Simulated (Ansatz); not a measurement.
The calculation used Ansatz 0.2.0, DFT PBE, scalar-relativistic, plane waves, PAW. Settings: cutoff 420 eV, Γ-centred meshes spaced at most about 0.3 Å⁻¹, and about 0.25 Å⁻¹ or finer for metals (2π included), Gaussian smearing. No spin polarisation.

Each guess is relaxed in cell and atoms at zero pressure, on a coarse mesh first where it starts far from rest and then on a converged one. The steps can't lower the symmetry of the start, but it can rise. Energies are static (0 K, no zero-point motion).

Two unrelaxed guesses for Zr4B:

Guess 1.

```xyz
5
Lattice="4.1284 0.0000 0.0000 0.0000 4.1284 0.0000 0.0000 0.0000 4.1284" Properties=species:S:1:pos:R:3 pbc="T T T"
Zr    2.0642    2.0642    2.0642
Zr    0.0000    2.0642    2.0642
Zr    2.0642    0.0000    2.0642
Zr    2.0642    2.0642    0.0000
B     0.0000    0.0000    0.0000
```

Guess 2.

```xyz
5
Lattice="3.6641 0.0000 0.0000 -1.8320 3.1732 0.0000 0.0000 0.0000 6.5713" Properties=species:S:1:pos:R:3 pbc="T T T"
Zr    0.0000    0.0000    5.4175
Zr    0.0000    0.0000    1.1538
Zr    0.0000    2.1155    0.0000
Zr    1.8321    1.0577    0.0000
B     0.0000    0.0000    3.2856
```

Problem. Where do they end, and which end is lower?

Solution. Guess 2 ends lower, by 0.60 eV/atom. Guess 1: Pm-3m at 14.1 Å³/atom → Pm-3m at 25.4 Å³/atom; Guess 2: P6/mmm at 15.3 Å³/atom → P6/mmm at 32.0 Å³/atom. Counting Zr atoms around B (those within 1.25 times the shortest such distance or 1.15 times the sum of covalent radii; a plus sign parts nearer from farther groups; the shortest distance is added where it is long for a bond), the end of guess 1 has B 12+8 from 3.6 Å and the end of guess 2 has B 2. End of guess 1. Conventional cell: a = 5.025 Å. Zr on a site of symmetry m-3m has 6 Zr at 2.51 Å; around Zr on a site of symmetry 4/mmm lie 2 Zr at 2.51 Å, 4 B at 3.55 Å and 8 Zr at 3.55 Å; B is surrounded by 12 Zr at 3.55 Å and 8 Zr at 4.35 Å. End of guess 2. Conventional cell: a = 4.885 Å, c = 7.731 Å. Zr on a site of symmetry 6mm has 1 B at 2.38 Å, 1 Zr at 2.96 Å and 6 Zr at 3.19 Å; Zr on a site of symmetry -6m2 is surrounded by 3 Zr at 2.82 Å and 6 Zr at 3.19 Å; B is surrounded by 2 Zr at 2.38 Å.

Ends held by symmetry can be saddle points. Neither end is the lowest form computed: that has space group P-3m1 (No. 164) and lies 1.45 eV/atom below the better end. Even the lowest of the cells shown lies +1.31 eV/atom against the elements. Some types were kept out of the candidates beforehand, so the set may lack a known form.
